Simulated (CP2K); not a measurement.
Crystal: Te2Mo.

```
CELL_PARAMETERS angstrom
3.51820 0.00000 0.00000
-1.75910 3.04685 0.00000
0.00000 0.00000 13.97360
ATOMIC_POSITIONS crystal
Te 0.66667 0.33333 0.37900
Te 0.33333 0.66667 0.87900
Te 0.66667 0.33333 0.12100
Te 0.33333 0.66667 0.62100
Mo 0.66667 0.33333 0.75000
Mo 0.33333 0.66667 0.25000
```

Program: CP2K 2026.2. Alike in all runs: no spin polarisation; cell as given; k mesh 9 × 9 × 2.

Question: Order these runs on this cell by their pressure, lowest first.
A. level PBE; potentials or basis POTENTIAL_UZH Te GTH-PBE-q6, Mo GTH-PBE-q14; TZVP-MOLOPT-PBE-GTH basis; smearing gaussian 0.014 eV; EPS_DEFAULT 1.0E-10; NGRIDS 4; CUTOFF of the grids 450 Ry
B. level LDA; potentials or basis GTH_POTENTIALS Te GTH-PADE-q6, Mo GTH-PADE-q14; TZVP-MOLOPT-PBE-GTH basis; smearing fermi-dirac 0.0259 eV; EPS_DEFAULT 1.0E-9; NGRIDS 4; points a segment of the path (NPOINTS) 6; bands added on the path 6; CUTOFF of the grids 450 Ry
C. level r2SCAN; potentials or basis POTENTIAL_UZH Te GTH-SCAN-q6, Mo GTH-SCAN-q14; TZVP-MOLOPT-SCAN-GTH basis; smearing fermi-dirac 0.01 eV; EPS_DEFAULT 1.0E-10; NGRIDS 5; points a segment of the path (NPOINTS) 6; bands added on the path 6; CUTOFF of the grids 675 Ry

Answer: B (-1.4 GPa), C (3.7 GPa), A (5.4 GPa).

Caveats: the basis of atomic orbitals isn't converged, which shifts pressures, moduli and gaps; this functional lacks dispersion, which binds the layers, so the pressure and a relaxed spacing across them are unreliable (some runs).

Not every run made on this cell is shown here.
